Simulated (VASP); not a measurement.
# GaAs: equation of state with PBEsol

Crystal: GaAs.

```
As Ga
1.0
     0.00000    2.82685    2.82685
     2.82685    0.00000    2.82685
     2.82685    2.82685    0.00000
As Ga
1 1
Direct
  0.75000 0.75000 0.75000
  0.00000 0.00000 0.00000
```

| Item | Value |
| --- | --- |
| Program | VASP 6.6.1 |
| Task | equation of state |
| Functional | PBEsol |
| Potentials or basis | VASP PAW PBE potentials, release 64 (As, Ga_d) |
| Cutoff | 520 eV |
| k mesh | 8 × 8 × 8 |
| Occupations | fermi-dirac, width 0.05 eV |
| Spin | no spin polarisation |
| Ladder | free |
| Further INCAR settings | ALGO = Normal; EDIFF = 1e-07; NBANDS = 16 |

* Equilibrium volume: 22.70 Å³/atom
* Bulk modulus: 69 GPa
* Pressure derivative of the bulk modulus: 4.9

Energy against volume, from the lowest point:
```
volume (Å³/atom)  energy (meV/atom)
          21.234              23.16
          21.686              10.59
          22.138               3.05
          22.590               0.00
          23.041               0.94
          23.493               5.42
          23.945              13.02
```

All runs of the series together: 68 s on 1 thread of Intel(R) Xeon(R) 6975P-C (Granite Rapids) (shared host).

Caveat: the PAW data sets were made with another functional, which shifts forces and pressure a little. Zero-point motion and thermal expansion aren't in these numbers.
